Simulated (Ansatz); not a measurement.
Ni:

```xyz
1
Lattice="0.0000 1.7376 1.7376 1.7376 0.0000 1.7376 1.7376 1.7376 0.0000" Properties=species:S:1:pos:R:3 pbc="T T T"
Ni    0.0000    0.0000    0.0000
```

Base run:

| Property | Result |
| --- | --- |
| Program | Ansatz 0.2.0 |
| Functional | PBE |
| Potentials or basis | Ansatz PAW |
| Cutoff | 420 eV (not typed: the program's choice for these potentials) |
| k mesh | 13 × 13 × 13 |
| Occupations | fermi-dirac, width 0.05 eV |
| Spin | collinear spin, ferromagnetic start |
| Starting moments | [1.0] μB |

Its results: band gap on the k mesh none (metal or under the smearing width); pressure 8.1 GPa.

Q: The run is repeated on the same cell with these changes: spin from collinear spin, ferromagnetic start to no spin polarisation. What comes out?

A: Band gap on the k mesh none (metal or under the smearing width); pressure 7.0 GPa.
